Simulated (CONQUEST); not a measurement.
The system is Pd.

```xyz
2
Lattice="2.7528 0.0000 0.0000 0.0000 2.7528 0.0000 0.0000 0.0000 3.8930" Properties=species:S:1:pos:R:3 pbc="T T T"
Pd    0.0000    0.0000    0.0000
Pd    1.3764    1.3764    1.9465
```

Base run:

```yaml
Program: CONQUEST 1.3
Functional: PBE
Potentials_or_basis: PseudoDojo NC PBE, SZP, grid cutoff 120 Ha
k_mesh: 8 × 8 × 6
Occupations: fermi-dirac, width 0.05 eV
Spin: no spin polarisation
```

Its results: band gap on the k mesh none (metal or under the smearing width); pressure 14.6 GPa.

Task: The run is repeated on the same cell with these changes: potentials or basis from PseudoDojo NC PBE, SZP, grid cutoff 120 Ha to PseudoDojo NC PBE, DZP, grid cutoff 120 Ha. What comes out?

Result: Band gap on the k mesh none (metal or under the smearing width); pressure 9.5 GPa.

Caveats: the box holds several primitive cells, so bands are folded and the points are those of the box's own zone; the basis of atomic orbitals isn't converged, which shifts pressures, moduli and gaps; the real-space grid breaks the cell's symmetry a little; the atomic basis is small (some runs).
